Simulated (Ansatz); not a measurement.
Relax this structure to zero stress and force, keeping its symmetry:

```
CELL_PARAMETERS angstrom
-3.27535 3.27535 2.58282
3.27535 -3.27535 2.58282
3.27535 3.27535 -2.58282
ATOMIC_POSITIONS crystal
Hf 0.84351 0.65649 0.50000
Hf 0.34351 0.84351 0.18703
Hf 0.15649 0.34351 0.50000
Hf 0.65649 0.15649 0.81297
Si 0.75000 0.75000 0.00000
Si 0.25000 0.25000 0.00000
```

Computed with Ansatz, DFT r2SCAN, scalar-relativistic, plane waves, PAW.

Cutoff 500 eV; k points 10×10×10 on the computed 6-atom cell (Γ-centred); Gaussian smearing, width 0.10 eV; no spin polarisation.

Question: What does it relax to?

Answer: The volume increases by 0.06 Å³/atom to 18.53 Å³/atom, and the energy changes by under 0.1 meV/atom. Final structure:
```
CELL_PARAMETERS angstrom
-3.27980 3.27980 2.58382
3.27980 -3.27980 2.58382
3.27980 3.27980 -2.58382
ATOMIC_POSITIONS crystal
Hf 0.84345 0.65655 0.50000
Hf 0.34345 0.84345 0.18690
Hf 0.15655 0.34345 0.50000
Hf 0.65655 0.15655 0.81310
Si 0.75000 0.75000 0.00000
Si 0.25000 0.25000 0.00000
```

Spin–orbit coupling is left out, which can shift energies with elements as heavy as these.